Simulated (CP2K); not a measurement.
# As (R-3m) in CP2K: convergence with cutoff ry

Aim: find how far cutoff ry must go before the results for As settle, at r2SCAN. This setting moves, with any that are tied to it; all else stays.

Program: CP2K 2026.2. These are calculated values, not measurements. Logs are shortened: lines on timing, memory, paths and dates and some standing lists are left out, and cuts for length are marked.

### Step 1. The crystal as given

The structure is trigonal, space group R-3m (No. 166). The conventional cell has a = 3.762 Å, b = 3.762 Å, c = 10.542 Å, α = 90.00°, β = 90.00°, γ = 120.00°. As (site symmetry 3m) has 3 As at 2.51 Å as nearest neighbours.

### Step 2. With cutoff ry 140 Ry

as_converge.inp

```
&GLOBAL
  PROJECT as_converge
  RUN_TYPE ENERGY_FORCE
  PRINT_LEVEL LOW
&END GLOBAL
&FORCE_EVAL
  METHOD QS
  STRESS_TENSOR ANALYTICAL
  &DFT
    BASIS_SET_FILE_NAME BASIS_MOLOPT_UZH
    POTENTIAL_FILE_NAME POTENTIAL_UZH
    &MGRID
      CUTOFF 140
      REL_CUTOFF 60
      NGRIDS 4
    &END MGRID
    &QS
      METHOD GPW
      EPS_DEFAULT 1.0E-9
    &END QS
    &KPOINTS
      SCHEME MONKHORST-PACK 7 7 7
      GAMMA_CENTERED T
      SYMMETRY T
      SYMMETRY_BACKEND SPGLIB
    &END KPOINTS
    &SCF
      SCF_GUESS ATOMIC
      EPS_SCF 1.0E-6
      MAX_SCF 100
      ADDED_MOS 10
      CHOLESKY OFF
      EPS_EIGVAL 1.0E-7
      &DIAGONALIZATION ON
        ALGORITHM STANDARD
      &END DIAGONALIZATION
      &MIXING ON
        METHOD BROYDEN_MIXING
        ALPHA 0.4
        BETA 1.5
        NBUFFER 8
      &END MIXING
      &SMEAR ON
        METHOD FERMI_DIRAC
        ELECTRONIC_TEMPERATURE [K] 300.557
      &END SMEAR
    &END SCF
    &XC
      &XC_FUNCTIONAL
        &MGGA_X_R2SCAN
        &END MGGA_X_R2SCAN
        &MGGA_C_R2SCAN
        &END MGGA_C_R2SCAN
      &END XC_FUNCTIONAL
    &END XC
    &PRINT
      &KPOINTS ON
      &END KPOINTS
      &MULLIKEN ON
      &END MULLIKEN
      &MO ON
        ENERGIES T
        OCCUPATION_NUMBERS T
        &EACH
          QS_SCF 0
        &END EACH
        ADD_LAST NUMERIC
      &END MO
    &END PRINT
  &END DFT
  &SUBSYS
    &CELL
      A 4.1310000000 0.0000000000 0.0000000000
      B 2.4183895066 3.3491122995 0.0000000000
      C 2.4183895066 1.2366737439 3.1124252996
      PERIODIC XYZ
    &END CELL
    &COORD
      As  2.0267180570 1.0363876458 0.7034081177
      As  6.9410609562 3.5493983976 2.4090171819
    &END COORD
    &KIND As
      BASIS_SET TZVP-MOLOPT-SCAN-GTH-q5
      POTENTIAL GTH-SCAN-q5
    &END KIND
    &PRINT
      &ATOMIC_COORDINATES ON
      &END ATOMIC_COORDINATES
      &CELL ON
      &END CELL
    &END PRINT
  &END SUBSYS
  &PRINT
    &FORCES ON
    &END FORCES
    &STRESS_TENSOR ON
    &END STRESS_TENSOR
  &END PRINT
&END FORCE_EVAL
```

Potentials or basis: POTENTIAL_UZH As GTH-SCAN-q5; TZVP-MOLOPT-SCAN-GTH basis.

On the command line:

```bash
$ OMP_NUM_THREADS=1 cp2k.psmp -i as_converge.inp -o as_converge.out
```

as_converge.out:

```text

 CP2K| version string:                                       CP2K version 2026.2
 CP2K| Input file name                                           as_converge.inp

 GLOBAL| Force Environment number                                              1
 GLOBAL| Basis set file name                                    BASIS_MOLOPT_UZH
 GLOBAL| Potential file name                                       POTENTIAL_UZH
 GLOBAL| MM Potential file name                                     MM_POTENTIAL
 GLOBAL| Coordinate file name                                      __STD_INPUT__
 GLOBAL| Method name                                                        CP2K
 GLOBAL| Project name                                                as_converge
 GLOBAL| Run type                                                   ENERGY_FORCE
 GLOBAL| FFT library                                                       FFTW3
[... 8 lines left out ...]
 GLOBAL| CPU model name                                                  UNKNOWN

 CELL| Volume [angstrom^3]:                                            43.060973
 CELL| Vector a [angstrom]:       4.131     0.000     0.000   |a| =     4.131000
 CELL| Vector b [angstrom]:       2.418     3.349     0.000   |b| =     4.131000
 CELL| Vector c [angstrom]:       2.418     1.237     3.112   |c| =     4.131000
 CELL| Angle (b,c), alpha [degree]:                                    54.167000
 CELL| Angle (a,c), beta  [degree]:                                    54.167000
 CELL| Angle (a,b), gamma [degree]:                                    54.167000
 CELL| Numerically orthorhombic:                                              NO
 CELL| Periodicity                                                           XYZ

 CELL_REF| Volume [angstrom^3]:                                        43.060973
 CELL_REF| Vector a [angstrom     4.131     0.000     0.000   |a| =     4.131000
 CELL_REF| Vector b [angstrom     2.418     3.349     0.000   |b| =     4.131000
 CELL_REF| Vector c [angstrom     2.418     1.237     3.112   |c| =     4.131000
 CELL_REF| Angle (b,c), alpha [degree]:                                54.167000
 CELL_REF| Angle (a,c), beta  [degree]:                                54.167000
 CELL_REF| Angle (a,b), gamma [degree]:                                54.167000
 CELL_REF| Numerically orthorhombic:                                          NO
 CELL_REF| Periodicity                                                       XYZ
[... 9 lines left out ...]
 TOTAL NUMBERS AND MAXIMUM NUMBERS

  Total number of            - Atomic kinds:                                   1
                             - Atoms:                                          2
                             - Shell sets:                                     2
                             - Shells:                                        14
                             - Primitive Cartesian functions:                  8
                             - Cartesian basis functions:                     36
                             - Spherical basis functions:                     34

  Maximum angular momentum of the orbital basis functions:                     2

 MODULE QUICKSTEP: ATOMIC COORDINATES IN ANGSTROM

   Atom Kind Element         X             Y             Z       Z(eff)     Mass
[... 110 lines left out ...]

  *** SCF run converged in    14 steps ***

  Electronic density on regular grids:         -9.9999999997        0.0000000003
  Core density on regular grids:                9.9999999794       -0.0000000206
  Total charge density on r-space grids:       -0.0000000204
  Total charge density g-space grids:          -0.0000000204

  Overlap energy of the core charge distribution:               0.00000000026714
  Self energy of the core charge distribution:                -28.34761240374454
  Core Hamiltonian energy:                                      6.22166234402261
  Hartree energy:                                              12.59324614476832
  Exchange-correlation energy:                                 -3.17422126017039
  Electronic entropic energy:                                  -0.00004597153000
  Fermi energy:                                                 0.22184545460357

  Total energy:                                               -12.70697114638113
  Total energy (extrapolated to T->0):                        -12.70694816061613

 MO| EIGENVALUES AND OCCUPATION NUMBERS FOR K POINT 1
 MO|
 MO|  Index      Eigenvalue [a.u.]        Eigenvalue [eV]             Occupation
 MO|      1              -0.314586              -8.560310               2.000000
 MO|      2              -0.154162              -4.194970               2.000000
 MO|      3               0.144719               3.938008               2.000000
 MO|      4               0.144719               3.938009               2.000000
 MO|      5               0.197807               5.382595               2.000000
 MO|      6               0.250197               6.808193               0.000000
 MO|      7               0.250197               6.808196               0.000000
 MO|      8               0.289694               7.882976               0.000000
 MO|      9               0.573978              15.618735               0.000000
 MO|     10               0.622712              16.944847               0.000000
 MO|     11               0.622712              16.944850               0.000000
 MO|     12               0.701835              19.097906               0.000000
 MO|     13               0.804105              21.880810               0.000000
[... 272 lines left out ...]
 MO|      4               0.119417               3.249510               2.000000
 MO|      5               0.210171               5.719048               1.999991
 MO|      6               0.234697               6.386421               0.000003
 MO|      7               0.277045               7.538787               0.000000
 MO|      8               0.354660               9.650782               0.000000
 MO|      9               0.507546              13.811016               0.000000
 MO|     10               0.575265              15.653746               0.000000
 MO|     11               0.613721              16.700194               0.000000
 MO|     12               0.691636              18.820369               0.000000
 MO|     13               0.765068              20.818550               0.000000
 MO|     14               0.871113              23.704192               0.000000
 MO|     15               0.875784              23.831303               0.000000
 MO| Sum:                                                               9.999993
 MO| E(Fermi):            0.221845 a.u.          6.036722 eV

 [... the levels of further k-points ...]

 !-----------------------------------------------------------------------------!
                     Mulliken Population Analysis

 #  Atom  Element  Kind  Atomic population                           Net charge
       1     As       1          5.000000                              0.000000
       2     As       1          5.000000                              0.000000
 # Total charge                             10.000000                  0.000000

 !-----------------------------------------------------------------------------!

 ENERGY| Total FORCE_EVAL ( QS ) energy [hartree]            -12.706971775554441

 FORCES| Atomic forces [hartree/bohr]
 FORCES|   Atom     x               y               z               |f|
 FORCES|      1  8.86368161E-04  4.53233418E-04  3.07635377E-04   1.04197340E-03
 FORCES|      2 -8.86368161E-04 -4.53233418E-04 -3.07635377E-04   1.04197340E-03
 FORCES| Sum     1.82076576E-14  7.41073869E-15  1.79023463E-15
 FORCES| Total atomic force                                       1.97393714E-14

 STRESS| Analytical stress tensor [bar]
 STRESS|                        x                   y                   z
 STRESS|      x        1.02112874321E+04   2.03934514146E+03   1.38409872256E+03
 STRESS|      y        2.03934514146E+03   7.26563101083E+03   7.07838938173E+02
 STRESS|      z        1.38409872256E+03   7.07838938173E+02   6.70334961365E+03
 STRESS| 1/3 Trace                                             8.06008935219E+03
 STRESS| Determinant                                           4.54413218618E+11

 STRESS| Eigenvectors and eigenvalues of the analytical stress tensor [bar]
 STRESS|                        1                   2                   3
 STRESS| Eigenvalues   6.22281119561E+03   6.22304692669E+03   1.17344099343E+04
 STRESS|      x          -0.246619010614     -0.464259480506      0.850671616056
 STRESS|      y           0.826156853172      0.358142071558      0.434970240979
 STRESS|      z          -0.506600352903      0.810060115880      0.295226508123
```

Wall time 25 s (1 thread of Arm Neoverse V1, shared host); peak memory 0.18 GiB.

What came out:

```yaml
Free_energy: -345.7743 eV
Pressure: 0.8 GPa
Largest_force: 0.054 eV/Å
Band_gap_on_the_k_mesh: 0.01 eV, indirect (least direct gap 0.67 eV)
```

### Step 3. With cutoff ry 200 Ry

Changes to as_converge.inp since step 2:

```diff
@@ -12,3 +12,3 @@
     &MGRID
-      CUTOFF 140
+      CUTOFF 200
       REL_CUTOFF 60
```

Potentials or basis: POTENTIAL_UZH As GTH-SCAN-q5; TZVP-MOLOPT-SCAN-GTH basis.

On the command line:

```bash
$ OMP_NUM_THREADS=1 cp2k.psmp -i as_converge.inp -o as_converge.out
```

Wall time 26 s (1 thread of Arm Neoverse V1, shared host); peak memory 0.19 GiB.

What came out:

| Quantity | Value |
| --- | --- |
| Free energy | -345.7744 eV |
| Pressure | 0.8 GPa |
| Largest force | 0.050 eV/Å |
| Band gap on the k mesh | 0.01 eV, indirect (least direct gap 0.67 eV) |

### Step 4. With cutoff ry 280 Ry

Changes to as_converge.inp since step 3:

```diff
@@ -12,3 +12,3 @@
     &MGRID
-      CUTOFF 200
+      CUTOFF 280
       REL_CUTOFF 60
```

On the command line:

```bash
$ OMP_NUM_THREADS=1 cp2k.psmp -i as_converge.inp -o as_converge.out
```

It took 27 s on 1 thread of Arm Neoverse V1, shared host; peak memory 0.22 GiB.

What came out:

| Quantity | Value |
| --- | --- |
| Free energy | -345.7743 eV |
| Pressure | 0.8 GPa |
| Largest force | 0.048 eV/Å |
| Band gap on the k mesh | 0.01 eV, indirect (least direct gap 0.67 eV) |

### Step 5. With cutoff ry 370 Ry

Changes to as_converge.inp since step 4:

```diff
@@ -12,3 +12,3 @@
     &MGRID
-      CUTOFF 280
+      CUTOFF 370
       REL_CUTOFF 60
```

On the command line:

```bash
$ OMP_NUM_THREADS=1 cp2k.psmp -i as_converge.inp -o as_converge.out
```

Wall time 24 s (1 thread of Arm Neoverse V1, shared host); peak memory 0.23 GiB.

Results:

* Free energy: -345.7743 eV
* Pressure: 0.8 GPa
* Largest force: 0.049 eV/Å
* Band gap on the k mesh: 0.01 eV, indirect (least direct gap 0.67 eV)

### Step 6. With cutoff ry 470 Ry

Changes to as_converge.inp since step 5:

```diff
@@ -12,3 +12,3 @@
     &MGRID
-      CUTOFF 370
+      CUTOFF 470
       REL_CUTOFF 60
```

Potentials or basis: POTENTIAL_UZH As GTH-SCAN-q5; TZVP-MOLOPT-SCAN-GTH basis.

On the command line:

```bash
$ OMP_NUM_THREADS=1 cp2k.psmp -i as_converge.inp -o as_converge.out
```

It took 30 s on 1 thread of Arm Neoverse V1, shared host; peak memory 0.26 GiB.

Results:

* Free energy: -345.7743 eV
* Pressure: 0.8 GPa
* Largest force: 0.049 eV/Å
* Band gap on the k mesh: 0.01 eV, indirect (least direct gap 0.67 eV)

### Step 7. With cutoff ry 570 Ry

Changes to as_converge.inp since step 6:

```diff
@@ -12,3 +12,3 @@
     &MGRID
-      CUTOFF 470
+      CUTOFF 570
       REL_CUTOFF 60
```

On the command line:

```bash
$ OMP_NUM_THREADS=1 cp2k.psmp -i as_converge.inp -o as_converge.out
```

Run time: 28 s. Hardware: 1 thread of Arm Neoverse V1, shared host; peak memory 0.3 GiB.

Results:

* Free energy: -345.7743 eV
* Pressure: 0.8 GPa
* Largest force: 0.049 eV/Å
* Band gap on the k mesh: 0.01 eV, indirect (least direct gap 0.67 eV)

### Step 8. With cutoff ry 680 Ry

Changes to as_converge.inp since step 7:

```diff
@@ -12,3 +12,3 @@
     &MGRID
-      CUTOFF 570
+      CUTOFF 680
       REL_CUTOFF 60
```

On the command line:

```bash
$ OMP_NUM_THREADS=1 cp2k.psmp -i as_converge.inp -o as_converge.out
```

Wall time 33 s (1 thread of Arm Neoverse V1, shared host); peak memory 0.4 GiB.

It converged, with:

* Free energy: -345.7743 eV
* Pressure: 0.8 GPa
* Largest force: 0.049 eV/Å
* Band gap on the k mesh: 0.01 eV, indirect (least direct gap 0.67 eV)

### Step 9. With cutoff ry 840 Ry

Changes to as_converge.inp since step 8:

```diff
@@ -12,3 +12,3 @@
     &MGRID
-      CUTOFF 680
+      CUTOFF 840
       REL_CUTOFF 60
```

Potentials or basis: POTENTIAL_UZH As GTH-SCAN-q5; TZVP-MOLOPT-SCAN-GTH basis.

On the command line:

```bash
$ OMP_NUM_THREADS=1 cp2k.psmp -i as_converge.inp -o as_converge.out
```

It took 33 s on 1 thread of Arm Neoverse V1, shared host; peak memory 0.44 GiB.

Results (log left out):

```
Free energy            : -345.7743 eV
Pressure               : 0.8 GPa
Largest force          : 0.049 eV/Å
Band gap on the k mesh : 0.01 eV, indirect (least direct gap 0.67 eV)
```

### Step 10. With cutoff ry 1080 Ry

Changes to as_converge.inp since step 9:

```diff
@@ -12,3 +12,3 @@
     &MGRID
-      CUTOFF 840
+      CUTOFF 1080
       REL_CUTOFF 60
```

On the command line:

```bash
$ OMP_NUM_THREADS=1 cp2k.psmp -i as_converge.inp -o as_converge.out
```

It took 36 s on 1 thread of Arm Neoverse V1, shared host; peak memory 0.51 GiB.

Results (log left out):

```
Free energy            : -345.7743 eV
Pressure               : 0.8 GPa
Largest force          : 0.049 eV/Å
Band gap on the k mesh : 0.01 eV, indirect (least direct gap 0.67 eV)
```

### Step 11. Result

```
cutoff ry  energy less the tightest run, at zero smearing (meV/atom)  largest force (eV/Å)  SCF cycles  CPU time (s)  peak memory (GiB)
   140 Ry                                                       0.00                 0.054          14            25               0.18
   200 Ry                                                      -0.05                 0.050          14            26               0.19
   280 Ry                                                       0.00                 0.048          14            27               0.22
   370 Ry                                                      -0.01                 0.049          14            24               0.23
   470 Ry                                                       0.00                 0.049          14            30               0.26
   570 Ry                                                       0.00                 0.049          14            28                0.3
   680 Ry                                                       0.00                 0.049          14            33                0.4
   840 Ry                                                       0.00                 0.049          14            33               0.44
  1080 Ry                                                       0.00                 0.049          14            36               0.51
```

Against the tightest run, the energy stays within 1 meV/atom from 140 Ry on; the largest force stays within 0.005 eV/Å from 140 Ry on. The tightest run that finished is the yardstick and may itself not be fully converged.

Caveats: an odd mesh through Γ misses points on the zone boundary, where band edges often lie; the basis of atomic orbitals isn't converged, which shifts pressures, moduli and gaps.
